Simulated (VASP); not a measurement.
**TiN: band structure with PBE**

Crystal: TiN.

```
CELL_PARAMETERS angstrom
0.00000 2.11900 2.11900
2.11900 0.00000 2.11900
2.11900 2.11900 0.00000
ATOMIC_POSITIONS crystal
Ti 0.00000 0.00000 0.00000
N 0.50000 0.50000 0.50000
```

```
Program                : VASP 6.6.1
Task                   : band structure
Functional             : PBE
Potentials or basis    : VASP PAW PBE potentials, release 64 (Ti_sv, N)
Cutoff                 : 520 eV
k mesh                 : 12 × 12 × 12
Occupations            : gaussian, width 0.02 eV
Spin                   : no spin polarisation
Further INCAR settings : ALGO = Normal; EDIFF = 1e-07; NBANDS = 16
```

- Pressure: 2.2 GPa
- Band gap along the path: none (metal or under the smearing width)

Levels at the corners of the path, in eV from the Fermi level:
```
point  band 4  band 5  band 6  band 7  band 8  band 9  band 10  band 11  band 12  band 13
    Γ  -33.80  -17.06   -1.99   -1.99   -1.99   -0.57    -0.57    -0.57     0.63     0.63
    X  -34.00  -15.65   -5.78   -3.18   -3.18   -3.02     1.69     2.44     2.44     3.67
    X  -34.00  -15.65   -5.78   -3.18   -3.18   -3.02     1.69     2.44     2.44     3.67
    W  -34.02  -15.19   -5.43   -5.43   -5.32    0.98     0.98     2.44     3.18     3.93
    W  -34.02  -15.19   -5.43   -5.43   -5.32    0.98     0.98     2.44     3.18     3.93
    K  -33.95  -15.23   -5.77   -5.67   -4.42   -0.42     2.03     2.37     3.65     3.82
    K  -33.95  -15.23   -5.77   -5.67   -4.42   -0.42     2.03     2.37     3.65     3.82
    Γ  -33.80  -17.06   -1.99   -1.99   -1.99   -0.57    -0.57    -0.57     0.63     0.63
    Γ  -33.80  -17.06   -1.99   -1.99   -1.99   -0.57    -0.57    -0.57     0.63     0.63
    L  -33.85  -14.60   -8.04   -5.44   -5.44    1.74     1.74     2.41     5.80     5.80
    L  -33.85  -14.60   -8.04   -5.44   -5.44    1.74     1.74     2.41     5.80     5.80
    U  -33.95  -15.23   -5.77   -5.67   -4.42   -0.42     2.03     2.37     3.65     3.82
    U  -33.95  -15.23   -5.77   -5.67   -4.42   -0.42     2.03     2.37     3.65     3.82
    W  -34.02  -15.19   -5.43   -5.43   -5.32    0.98     0.98     2.44     3.18     3.93
    W  -34.02  -15.19   -5.43   -5.43   -5.32    0.98     0.98     2.44     3.18     3.93
    L  -33.85  -14.60   -8.04   -5.44   -5.44    1.74     1.74     2.41     5.80     5.80
    L  -33.85  -14.60   -8.04   -5.44   -5.44    1.74     1.74     2.41     5.80     5.80
    K  -33.95  -15.23   -5.77   -5.67   -4.42   -0.42     2.03     2.37     3.65     3.82
    U  -33.95  -15.23   -5.77   -5.67   -4.42   -0.42     2.03     2.37     3.65     3.82
    X  -34.00  -15.65   -5.78   -3.18   -3.18   -3.02     1.69     2.44     2.44     3.67
```

Run time: 38 s on 1 thread of Intel(R) Xeon(R) Platinum 8488C (Sapphire Rapids), with other jobs on the host, peak memory 0.16 GiB.
